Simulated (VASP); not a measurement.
Wanted: the native input for a VASP 6.6.1 run.

```yaml
Task: single point
Functional: PBE
Potentials_or_basis: VASP PAW PBE potentials, release 64 (Si, O)
Cutoff: 520 eV
k_mesh: 6 × 6 × 10
Occupations: fermi-dirac, width 0.05 eV
Spin: no spin polarisation
Further_INCAR_settings: ALGO = Normal; EDIFF = 1e-07; NBANDS = 25
```

The structure of SiO2 lies in POSCAR:

```
SiO2
1.0
    4.2331690000      0.0000000000      0.0000000000
    0.0000000000      4.2331690000      0.0000000000
    0.0000000000      0.0000000000      2.6934950000
Si O
2 4
Direct
    0.0001840000      0.0022290000     -0.0061040000
    0.5033150000      0.5020160000      0.5105560000
    0.8094830000      0.1958540000      0.4786810000
    0.2940330000      0.3152430000      0.0004530000
    0.1947930000      0.8069900000      0.4993930000
    0.7058880000      0.6901510000      0.0177090000
```

The cell comes from a database or a generator and needn't be the stable form of this composition.

The cell isn't the ideal one: atoms moved at random, drawn with an rms of 0.05 Å.

The input as run:

INCAR

```
  PREC = Accurate
  ENCUT = 520
  EDIFF = 1E-7
  ISMEAR = -1
  SIGMA = 0.05
  LREAL = F
  LASPH = T
  NELM = 100
  ALGO = Normal
  ISIF = 2
  LWAVE = F
  LCHARG = T
  GGA = PE
  LELF = T
  LVHAR = T
  NBANDS = 25
```

KPOINTS

```
Automatic mesh
0
Gamma
  6 6 10
```

Potentials or basis: VASP PAW PBE potentials, release 64 (Si, O).

Launch:

```console
$ cat potpaw_PBE.64/Si/POTCAR potpaw_PBE.64/O/POTCAR > POTCAR
$ mpirun -np 1 vasp_std > vasp.out
```

Results of the run:

```yaml
Pressure: -0.5 GPa
Largest_force: 1.338 eV/Å
Band_gap_on_the_k_mesh: 4.90 eV, direct
```

It took 120 s on 1 thread of Intel(R) Xeon(R) Platinum 8259CL CPU @ 2.50GHz (Skylake/Cascade Lake), with other jobs on the host, peak memory 0.27 GiB.
